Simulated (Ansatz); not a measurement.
# GaP (F-43m) in Ansatz: a series of runs

One crystal, GaP, is run at these levels: PBE, RPBE; tasks: single point.

Everything below comes from runs of Ansatz 0.2.0. Logs are shortened: lines on timing, memory, paths and dates and some standing lists are left out, and cuts for length are marked.

**What was measured.**

From “Stacking defects in GaP nanowires: Electronic structure and optical properties”, 2018, arxiv:1810.01194, for a bulk crystal of GaP at 10 K: band gap 2.34 eV (indirect).

The results are compared with them further down.

## Step 1: Starting point

It takes space group F-43m (No. 216, cubic). Conventional cell: a = 5.451 Å, b = 5.451 Å, c = 5.451 Å, α = 90.00°, β = 90.00°, γ = 90.00°. Ga (site symmetry -43m) is surrounded by 4 P at 2.36 Å. P (site symmetry -43m) has 4 Ga at 2.36 Å as nearest neighbours.

## Step 2: Single point, PBE

input.yaml

```yaml
crystal:
  lattice:
    - [0.0, 2.72525, 2.72525]
    - [2.72525, 0.0, 2.72525]
    - [2.72525, 2.72525, 0.0]
  atoms:
    - { symbol: Ga, position: [0.0, 0.0, 0.0] }
    - { symbol: P, position: [0.75, 0.75, 0.75] }
kpoints:
  mp_grid: { grid: [8, 8, 8] }
scf:
  occupations: { method: gaussian, width: 0.015 }
hamiltonian:
  xc: pbe
  pseudopotentials: { kind: all_electron, lapw: { basis_error: 0.001 } }
output:
  forces: true
  stress: true
  eigenvalues: true
```

Potentials or basis: all-electron LAPW, scalar-relativistic.

Started as:

```console
$ ansatz run input.yaml --threads 1 --pin off --max-ram 3072MiB --backend cpu --events-out ev --progress --plain --runs-dir out
```

Output:

```text
Warning: RAYON_NUM_THREADS=1 ignored (pool sized by the plan → 1); use --threads N
LAPW: plane waves up to 8.540 Å⁻¹, error target 1.0e-3 eV per atom; small_component_spin mean_spin; P in spheres of 1.060 Å, 13 of its electrons in bands, Dirac shells []; Ga in spheres of 1.300 Å, 21 of its electrons in bands, Dirac shells [] (how accurate: hamiltonian.pseudopotentials.lapw.basis_error, Limitations)
Engine: ansatz 0.2.0, x86_64-unknown-linux-gnu
Pseudopotentials: kind: all_electron
Pseudopotential: Ga, LAPW, valence charge 21, lapw/all_electron/scalar/gaussian/Ga, Koelling and Harmon's equation, gaussian nucleus
Pseudopotential: P, LAPW, valence charge 13, lapw/all_electron/scalar/gaussian/P, Koelling and Harmon's equation, gaussian nucleus
Functional definition: PBE
  parameter kappa = 0.804
  parameter beta = 0.06672455060314922
  exchange = pbe_x(kappa = kappa, mu = beta*pi^2/3)
  correlation = pbe_c(beta = beta)
Crystal: 2 atoms, lattice volume = 40.481 Å³
Basis set: ecut = 277.8989088076663 eV, 411 PW (Γ), exchange–correlation at level 2
Bands: 21, of which v1, the nominal top of the filled ones, is band 17 counted from 1 (16 counted from 0)
Symmetry: 24 space group operations
Space group: F-43m (ITA 216), of the structure as read, at distance tolerance 3.4e-5 Å
k-points: 29 of 512 (time reversal used)
Non-local potential: Ga, projectors of the file, none
Non-local potential: P, projectors of the file, none
Initial density: superposition of atomic densities (chi_scale 0.1, normalization cell, long waves kept (reshape's long-wave potential 0.00 eV rms))
Initial wavefunctions: plane waves of lowest kinetic energy (no species holds an atomic orbital)
Functional: x = pbe(κ = 0.804, μ = 0.2195149727645171), c = pbe(β = 0.06672455060314922)
iter 1 solved again at ethr=2.47e-3 eV; its pass at ethr=1.00e-1 eV (dr2=8.41e-1 eV) is discarded
SCF iter   1: F=—  HF=-62209.939709 eV  |F-HF|=—  |Δ(HF+E_count)|=         —  Δρ=3.88e-2  dr2=8.42e-1  ethr=2.47e-3  ⟨swp⟩=2.0  Hψ=4154  notcnv=0
preconditioner: auto → none  [insulator: Δε(μ)=2.034 eV  Ē_g=15.010 eV  σ=0.015 eV  W_gap=1.00  n_scr=14 (ndim 8)  ℏωp=24.8 eV  f_vac=0.017  D(μ)=0.00/eV (n_scr^D=0)  ε∞_Penn≈3.7]
iter 2 solved again at ethr=2.36e-4 eV; its pass at ethr=2.47e-3 eV (dr2=8.03e-2 eV) is discarded
SCF iter   2: F=—  HF=-62209.698363 eV  |F-HF|=—  |Δ(HF+E_count)|=   2.41e-1  Δρ=1.53e-2  dr2=8.02e-2  ethr=2.36e-4  ⟨swp⟩=2.0  Hψ=3186  notcnv=0
SCF iter   3: F=—  HF=-62209.676769 eV  |F-HF|=—  |Δ(HF+E_count)|=   2.16e-2  Δρ=7.02e-3  dr2=1.57e-2  ethr=2.36e-4  ⟨swp⟩=2.0  Hψ=1781  notcnv=0
SCF iter   4: F=—  HF=-62209.673586 eV  |F-HF|=—  |Δ(HF+E_count)|=         —  Δρ=1.97e-3  dr2=1.47e-3  ethr=4.62e-5  ⟨swp⟩=2.0  Hψ=1781  notcnv=0
the basis was enlarged: its passes take 254.7 KiB over the memory plan, 1 of 1 planned eigensolver slots
SCF iter   5: F=—  HF=-62209.672920 eV  |F-HF|=—  |Δ(HF+E_count)|=   6.66e-4  Δρ=3.01e-4  dr2=2.43e-5  ethr=4.32e-6  ⟨swp⟩=2.0  Hψ=1777  notcnv=0
SCF iter   6: F=—  HF=-62209.672962 eV  |F-HF|=—  |Δ(HF+E_count)|=   4.16e-5  Δρ=4.70e-5  dr2=6.05e-7  ethr=7.14e-8  ⟨swp⟩=3.0  Hψ=1784  notcnv=0
SCF iter   7: F=-62209.672963 eV  HF=-62209.672963 eV  |F-HF|=1.12e-8  |Δ(HF+E_count)|=   1.49e-6  Δρ=4.43e-6  dr2=9.80e-9  ethr=1.78e-9  ⟨swp⟩=3.0  Hψ=1782  notcnv=0
SCF 1 converged in 7 iterations: F = -62209.672963 eV  dr2 = 9.80e-9
SCF converged after 7 iterations
Free energy (F): -62209.672963 eV
Harris-Foulkes:  -62209.672963 eV  (|F-HF|=1.12e-8)
Internal energy: -62209.672963 eV  (E = F + TS)
E sigma→0 (E₀):  -62209.672963 eV
Fermi energy:    9.351401 eV
--- Per-component energies (eV) ---
  E_band       = -1791.533773
  E_kinetic    = 63284.590904
  E_xc         = -2691.899901
  E_electrostatic = -122802.363966  (all electrons and nuclei)
  E_smearing   = -0.000000  (= −TS)
  E_closure    = 0.000000  (closes the sum)
  E_atoms      = -62200.568823  (free atoms, spherical and without spin; not in F)
  Σ components = -62209.672963   (vs F -62209.672963, Δ=0.00e0)
  Basis errors (estimates in eV, not in F): energy 4.4e-4 per atom: plane waves 4.1e-4 (2.4e-4 summed), levels above the bands 0.0e0, relativity 2.1e-8, radial functions 3.3e-5, core shells 1.7e-11; eigenvalues (radial functions only) 9.0e-7; not estimated: angular momenta, meshes, grids; target (lapw.basis_error) 1.0e-3; muffin-tin radii P 1.060 Å, Ga 1.300 Å
--- Forces (eV/Å), atoms counted from 1 ---
  atom   1  Ga     0.00000000    -0.00000000     0.00000000
  atom   2  P     -0.00000000     0.00000000    -0.00000000
  max |Σ_I F_I| component: 1.73e-17 eV/Å
--- Stress (GPa, compression-positive) ---
        2.484493       0.000000      -0.000000
        0.000000       2.484493       0.000000
       -0.000000       0.000000       2.484493
  P = ⅓ Tr σ = 2.4845 GPa (24.845 kbar)
--- Band table (eV; the first three rows and the last of 29) ---
  k-point 0: bands = ["-159.2155", "-134.8002", "-109.6904", "-109.6904", "-109.6904", "-85.5317", "-85.5317", "-85.5317", "-5.9960", "-5.9960", "-5.9960", "-5.8970", "-5.8970", "-3.9627", "8.5292", "8.5292", "8.5292", "10.3597", "12.4178", "12.4178", "12.4178"]
  k-point 1: bands = ["-159.2155", "-134.8002", "-109.6904", "-109.6904", "-109.6904", "-85.5317", "-85.5317", "-85.5317", "-6.0100", "-5.9912", "-5.9912", "-5.8970", "-5.8970", "-3.7600", "6.9025", "8.2997", "8.2997", "10.9837", "12.7669", "12.7669", "12.9987"]
  k-point 2: bands = ["-159.2155", "-134.8002", "-109.6904", "-109.6904", "-109.6904", "-85.5317", "-85.5317", "-85.5317", "-6.0406", "-5.9812", "-5.9812", "-5.8957", "-5.8957", "-3.1861", "4.6560", "7.8672", "7.8672", "10.6896", "13.2722", "13.2722", "14.8784"]
  k-point 28: bands = ["-159.2155", "-134.8002", "-109.6904", "-109.6904", "-109.6903", "-85.5317", "-85.5317", "-85.5317", "-6.0958", "-5.9572", "-5.9362", "-5.9120", "-5.8882", "-0.9042", "1.9843", "4.9561", "5.1110", "13.2318", "13.3958", "14.6352", "14.6765"]
```

It took 12 s on 1 thread of Intel Xeon at 2.50GHz (Skylake/Cascade Lake), shared host; peak memory 0.29 GiB.

Results:

- Free energy: -62209.6730 eV
- Pressure: 2.5 GPa
- Band gap on the k mesh: 1.64 eV, indirect (least direct gap 1.83 eV)

Levels at points of the mesh, in eV from the valence-band top:
```
             k point  band 14  band 15  band 16  band 17  band 18  band 19  band 20  band 21
  (0.00, 0.00, 0.00)   -12.49     0.00     0.00     0.00     1.83     3.89     3.89     3.89
 (0.00, 0.00, -0.50)   -10.42    -6.63    -1.12    -1.12     1.68     4.72     4.72     8.28
(0.00, -0.50, -0.50)    -9.53    -6.75    -2.68    -2.68     1.66     1.83    10.58    10.58
```

## Step 3: Single point, RPBE

Edit input.yaml of step 2 so:

```diff
@@ -11,5 +11,5 @@
 scf:
-  occupations: { method: gaussian, width: 0.015 }
+  occupations: { method: gaussian, width: 0.1 }
 hamiltonian:
-  xc: pbe
+  xc: rpbe
   pseudopotentials: { kind: all_electron, lapw: { basis_error: 0.001 } }
```

Potentials or basis: all-electron LAPW, scalar-relativistic.

Started as:

```console
$ ansatz run input.yaml --threads 1 --pin off --max-ram 3072MiB --backend cpu --events-out ev --progress --plain --runs-dir out
```

It took 13 s on 1 thread of Intel Xeon at 2.50GHz (Skylake/Cascade Lake), shared host; peak memory 0.28 GiB.

Results (log left out):

```yaml
Free_energy: -62218.5098 eV
Pressure: 4.6 GPa
Band_gap_on_the_k_mesh: 1.74 eV, indirect (least direct gap 1.96 eV)
```

Levels at points of the mesh, in eV from the valence-band top:
```
             k point  band 14  band 15  band 16  band 17  band 18  band 19  band 20  band 21
  (0.00, 0.00, 0.00)   -12.46     0.00     0.00     0.00     1.96     3.93     3.93     3.93
 (0.00, 0.00, -0.50)   -10.41    -6.58    -1.11    -1.11     1.78     4.76     4.76     8.45
(0.00, -0.50, -0.50)    -9.51    -6.71    -2.67    -2.67     1.76     1.91    10.65    10.65
```

## Step 4: How close it comes

Step 2. Measured gap of GaP: 2.34 eV (indirect; 10 K; quoted in “Stacking defects in GaP nanowires: Electronic structure and optical properties”, 2018, arxiv:1810.01194). This calculation gives 1.64 eV (-0.70 eV). Spin-orbit coupling on Ga is left out. The value is that of PBE on a finite k mesh, which can miss the band edges, without temperature or zero-point motion. Semilocal functionals fall short of measured gaps as a rule.

Step 3. A measured gap of GaP is 2.34 eV (indirect; 10 K; quoted in “Stacking defects in GaP nanowires: Electronic structure and optical properties”, 2018, arxiv:1810.01194); the calculated 1.74 eV misses it by -0.60 eV. Spin-orbit coupling on Ga is left out. The value is that of RPBE on a finite k mesh, which can miss the band edges, without temperature or zero-point motion. Semilocal functionals fall short of measured gaps as a rule.
